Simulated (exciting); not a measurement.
# Pt (Im-3m) in exciting: settings compared

The runs below take Pt through single point, with LDA, PBE.

All numbers are computed with exciting (release sodium); they aren't measurements. Logs are shortened: lines on timing, memory, paths and dates and some standing lists are left out, and cuts for length are marked.

## 1. The crystal as given

The structure is cubic, space group Im-3m (No. 229). Conventional cell: a = 3.168 Å, b = 3.168 Å, c = 3.168 Å, α = 90.00°, β = 90.00°, γ = 90.00°. Around Pt (site symmetry m-3m) lie 8 Pt at 2.74 Å.

This isn't the form of Pt at room conditions, which is fcc.

## 2. Single point, LDA

Contents of run_exciting.py:

```python
import subprocess
import xml.etree.ElementTree as ET
from ase.io import read
from ase.units import Bohr

atoms = read("Pt.cif")
import spglib
from ase import Atoms
cell, positions, numbers = spglib.find_primitive((atoms.cell[:], atoms.get_scaled_positions(), atoms.numbers), symprec=1e-5)
atoms = Atoms(numbers, cell=cell, scaled_positions=positions, pbc=True)
rmt = {'Pt': 2.3}  # bohr
tasks = """
<groundstate do="fromscratch" ngridk="12 12 12" rgkmax="9" gmaxvr="14" lmaxapw="10" lmaxmat="10" lmaxvr="8" xctype="LDA_PW" stype="Gaussian" swidth="0.00036749" nempty="12" ValenceRelativity="iora*" epsengy="1e-05" epspot="1e-05" maxscl="60" tforce="true" outputlevel="normal"/>
<properties>
  <chargedensityplot>
    <plot3d>
      <box grid="14 14 14">
        <origin coord="0 0 0"/>
        <point coord="1 0 0"/>
        <point coord="0 1 0"/>
        <point coord="0 0 1"/>
      </box>
    </plot3d>
  </chargedensityplot>
  <elfplot>
    <plot3d>
      <box grid="14 14 14">
        <origin coord="0 0 0"/>
        <point coord="1 0 0"/>
        <point coord="0 1 0"/>
        <point coord="0 0 1"/>
      </box>
    </plot3d>
  </elfplot>
  <exccplot>
    <plot3d>
      <box grid="14 14 14">
        <origin coord="0 0 0"/>
        <point coord="1 0 0"/>
        <point coord="0 1 0"/>
        <point coord="0 0 1"/>
      </box>
    </plot3d>
  </exccplot>
</properties>
"""

root = ET.Element("input")
ET.SubElement(root, "title").text = "Pt"
structure = ET.SubElement(root, "structure", speciespath="./", tshift="false")
crystal = ET.SubElement(structure, "crystal", scale="1.0")
for vector in atoms.cell / Bohr:
    ET.SubElement(crystal, "basevect").text = " ".join(f"{x:.12f}" for x in vector)
symbols = atoms.get_chemical_symbols()
for element in dict.fromkeys(symbols):
    species = ET.SubElement(structure, "species", speciesfile=element + ".xml", rmt=str(rmt[element]))
    for symbol, position in zip(symbols, atoms.get_scaled_positions(wrap=False)):
        if symbol == element:
            ET.SubElement(species, "atom", coord=" ".join(f"{x:.12f}" for x in position))
root.extend(ET.fromstring("<tasks>" + tasks + "</tasks>"))
ET.indent(root)
ET.ElementTree(root).write("input.xml")
subprocess.run(["exciting_smp"], check=True)
```

Contents of Pt.cif:

```cif
data_Pt
_cell_length_a 3.16844000
_cell_length_b 3.16844000
_cell_length_c 3.16844000
_cell_angle_alpha 90.00000000
_cell_angle_beta 90.00000000
_cell_angle_gamma 90.00000000
_space_group_name_H-M_alt 'Im-3m'
_space_group_name_Hall '-I 4 2 3'
_space_group_IT_number 229
loop_
_space_group_symop_operation_xyz
'x,y,z'
'-x,-y,-z'
'-y,x,z'
'y,-x,-z'
'-x,-y,z'
'x,y,-z'
'y,-x,z'
'-y,x,-z'
'x,-y,-z'
'-x,y,z'
'-y,-x,-z'
'y,x,z'
'-x,y,-z'
'x,-y,z'
'y,x,-z'
'-y,-x,z'
'z,x,y'
'-z,-x,-y'
'z,-y,x'
'-z,y,-x'
'z,-x,-y'
'-z,x,y'
'z,y,-x'
'-z,-y,x'
'-z,x,-y'
'z,-x,y'
'-z,-y,-x'
'z,y,x'
'-z,-x,y'
'z,x,-y'
'-z,y,x'
'z,-y,-x'
'y,z,x'
'-y,-z,-x'
'x,z,-y'
'-x,-z,y'
'-y,z,-x'
'y,-z,x'
'-x,z,y'
'x,-z,-y'
'-y,-z,x'
'y,z,-x'
'-x,-z,-y'
'x,z,y'
'y,-z,-x'
'-y,z,x'
'x,-z,y'
'-x,z,-y'
'x+1/2,y+1/2,z+1/2'
'-x+1/2,-y+1/2,-z+1/2'
'-y+1/2,x+1/2,z+1/2'
'y+1/2,-x+1/2,-z+1/2'
'-x+1/2,-y+1/2,z+1/2'
'x+1/2,y+1/2,-z+1/2'
'y+1/2,-x+1/2,z+1/2'
'-y+1/2,x+1/2,-z+1/2'
'x+1/2,-y+1/2,-z+1/2'
'-x+1/2,y+1/2,z+1/2'
'-y+1/2,-x+1/2,-z+1/2'
'y+1/2,x+1/2,z+1/2'
'-x+1/2,y+1/2,-z+1/2'
'x+1/2,-y+1/2,z+1/2'
'y+1/2,x+1/2,-z+1/2'
'-y+1/2,-x+1/2,z+1/2'
'z+1/2,x+1/2,y+1/2'
'-z+1/2,-x+1/2,-y+1/2'
'z+1/2,-y+1/2,x+1/2'
'-z+1/2,y+1/2,-x+1/2'
'z+1/2,-x+1/2,-y+1/2'
'-z+1/2,x+1/2,y+1/2'
'z+1/2,y+1/2,-x+1/2'
'-z+1/2,-y+1/2,x+1/2'
'-z+1/2,x+1/2,-y+1/2'
'z+1/2,-x+1/2,y+1/2'
'-z+1/2,-y+1/2,-x+1/2'
'z+1/2,y+1/2,x+1/2'
'-z+1/2,-x+1/2,y+1/2'
'z+1/2,x+1/2,-y+1/2'
'-z+1/2,y+1/2,x+1/2'
'z+1/2,-y+1/2,-x+1/2'
'y+1/2,z+1/2,x+1/2'
'-y+1/2,-z+1/2,-x+1/2'
'x+1/2,z+1/2,-y+1/2'
'-x+1/2,-z+1/2,y+1/2'
'-y+1/2,z+1/2,-x+1/2'
'y+1/2,-z+1/2,x+1/2'
'-x+1/2,z+1/2,y+1/2'
'x+1/2,-z+1/2,-y+1/2'
'-y+1/2,-z+1/2,x+1/2'
'y+1/2,z+1/2,-x+1/2'
'-x+1/2,-z+1/2,-y+1/2'
'x+1/2,z+1/2,y+1/2'
'y+1/2,-z+1/2,-x+1/2'
'-y+1/2,z+1/2,x+1/2'
'x+1/2,-z+1/2,y+1/2'
'-x+1/2,z+1/2,-y+1/2'
loop_
_atom_site_label
_atom_site_type_symbol
_atom_site_symmetry_multiplicity
_atom_site_Wyckoff_symbol
_atom_site_fract_x
_atom_site_fract_y
_atom_site_fract_z
_atom_site_occupancy
Pt1 Pt 2 a 0.0000000000 0.0000000000 0.0000000000 1
```

Potentials or basis: all-electron LAPW+lo, shipped species files, valence relativity iora*.

Run with:

```bash
OMP_NUM_THREADS=1 python run_exciting.py
```

The log of the run:

```text
================================================================================
EXCITING SODIUM started
[... 10 lines left out ...]

 Lattice vectors (cartesian) :
     -2.9937419231      2.9937419231      2.9937419231
      2.9937419231     -2.9937419231      2.9937419231
      2.9937419231      2.9937419231     -2.9937419231

 Reciprocal lattice vectors (cartesian) :
      0.0000000000      1.0493865985      1.0493865985
      1.0493865985      0.0000000000      1.0493865985
      1.0493865985      1.0493865985      0.0000000000

 Unit cell volume                           :     107.3255365985
 Brillouin zone volume                      :       2.3111947194

 Species :    1 (Pt)
     parameters loaded from                 :    Pt.xml
     name                                   :    platinum
     nuclear charge                         :     -78.00000000
     electronic charge                      :      78.00000000
     atomic mass                            :  355605.43990000
     muffin-tin radius                      :       2.30000000
     # of radial points in muffin-tin       :     450

     atomic positions (lattice) :
       1 :   0.00000000  0.00000000  0.00000000

 Total number of atoms per unit cell        :       1

 Spin treatment                             :    spin-unpolarised

 Number of Bravais lattice symmetries       :      48
 Number of crystal symmetries               :      48

 k-point grid                               :      12   12   12
 Total number of k-points                   :      72
 k-point set is reduced with crystal symmetries

 R^MT_min * |G+k|_max (rgkmax)              :       9.00000000
 Species with R^MT_min                      :       1 (Pt)
 Maximum |G+k| for APW functions            :       3.91304348
 Maximum |G| for potential and density      :      14.00000000

 G-vector grid sizes                        :      24    24    24
 Total number of G-vectors                  :    4921

 Maximum angular momentum used for
     APW functions                          :      10
     computing H and O matrix elements      :      10
     potential and density                  :       8
     inner part of muffin-tin               :       2

 Total nuclear charge                       :     -78.00000000
 Total electronic charge                    :      78.00000000
 Total core charge                          :      48.00000000
 Total valence charge                       :      30.00000000

 Number of empty states                     :      12
 Total number of valence states             :      28

 Maximum Hamiltonian size                   :     142
 Maximum number of plane-waves              :     116
 Total number of local-orbitals             :      26

 Exchange-correlation type                  :       3
     Perdew-Wang, Phys. Rev. B 45, 13244 (1992)

 Smearing scheme                            :    Gaussian
 Smearing width                             :       0.00036749

 Using multisecant Broyden potential mixing
[... 6 lines left out ...]
* Groundstate module started                                                   *
********************************************************************************
 Output level for this task is set to normal

++++++++++++++++++++++++++++++++++++++++++++++++++++++++++++++++++++++++++++++++
[... 5 lines left out ...]
+ SCF iteration number :    1                                                  +
++++++++++++++++++++++++++++++++++++++++++++++++++++++++++++++++++++++++++++++++
 Total energy                               :    -18416.52773830
 _______________________________________________________________
 Fermi energy                               :         0.47805236
 Kinetic energy                             :     21104.90412356
 Coulomb energy                             :    -39174.83453719
 Exchange energy                            :      -338.44729575
 Correlation energy                         :        -8.15002892

 DOS at Fermi energy (states/Ha/cell)       :        27.68944754

 Electron charges :
     core                                   :        48.00000000
     core leakage                           :         0.00221852
     valence                                :        30.00000000
     interstitial                           :         2.48661684
     charge in muffin-tin spheres :
                  atom     1    Pt          :        75.51338316
     total charge in muffin-tins            :        75.51338316
     total charge                           :        78.00000000
[... 518 lines left out ...]
 Electron charges :
     core                                   :        48.00000000
     core leakage                           :         0.00207385
     valence                                :        30.00000000
     interstitial                           :         2.27676458
     charge in muffin-tin spheres :
                  atom     1    Pt          :        75.72323542
     total charge in muffin-tins            :        75.72323542
     total charge                           :        78.00000000

 RMS change in effective potential (target) :  0.212470E-08  ( 0.100000E-04)
 Absolute change in total energy   (target) :  0.347944E-06  ( 0.100000E-04)
 Charge distance                   (target) :  0.135766E-08  ( 0.100000E-04)
 Abs. change in max-nonIBS-force   (target) :   0.00000      ( 0.500000E-04)

++++++++++++++++++++++++++++++++++++++++++++++++++++++++++++++++++++++++++++++++
| Convergency criteria checked for the last 2 iterations                       +
| Convergence targets achieved. Performing final SCF iteration                 +
++++++++++++++++++++++++++++++++++++++++++++++++++++++++++++++++++++++++++++++++
 Total energy                               :    -18436.43534821
 _______________________________________________________________
 Fermi energy                               :         0.42372656
 Kinetic energy                             :     21091.58336140
 Coulomb energy                             :    -39181.09177011
 Exchange energy                            :      -338.76855525
 Correlation energy                         :        -8.15838425

 DOS at Fermi energy (states/Ha/cell)       :        21.34432589

 Electron charges :
     core                                   :        48.00000000
     core leakage                           :         0.00207385
     valence                                :        30.00000000
     interstitial                           :         2.27676459
     charge in muffin-tin spheres :
                  atom     1    Pt          :        75.72323541
     total charge in muffin-tins            :        75.72323541
     total charge                           :        78.00000000

++++++++++++++++++++++++++++++++++++++++++++++++++++++++++++++++++++++++++++++++
+ Self-consistent loop stopped                                                 +
++++++++++++++++++++++++++++++++++++++++++++++++++++++++++++++++++++++++++++++++
 STATE.OUT is written

--------------------------------------------------------------------------------
- Writing atomic positions and forces                                          -
--------------------------------------------------------------------------------

 Atomic positions (lattice) :
 atom     1  Pt  :     0.00000000    0.00000000    0.00000000

 Total atomic forces including IBS (cartesian) :
 atom     1  Pt  :     0.00000000    0.00000000    0.00000000

 Atomic force components including IBS (cartesian) :
 atom     1  Pt  :     0.00000000    0.00000000    0.00000000   HF force
                 :     0.00000000    0.00000000    0.00000000   core correction
                 :     0.00000000    0.00000000    0.00000000   IBS correction

********************************************************************************
* Groundstate module stopped                                                   *
********************************************************************************

--------------------------------------------------------------------------------
- CAUTION! Warnings have been written in file WARNING.OUT !                    -
--------------------------------------------------------------------------------
================================================================================
| EXCITING SODIUM stopped                                                      =
================================================================================
```

Wall time 60 s (1 thread of Arm Neoverse V2, shared host); peak memory 0.09 GiB.

Results:

```yaml
Free_energy: -501680.9633 eV
Band_gap_on_the_k_mesh: none (metal or under the smearing width)
All_electrons_inside_the_program's_atomic_spheres: Pt 75.72 (radii Pt 2.3 bohr)
```

(Continued in part 2 of 2.)
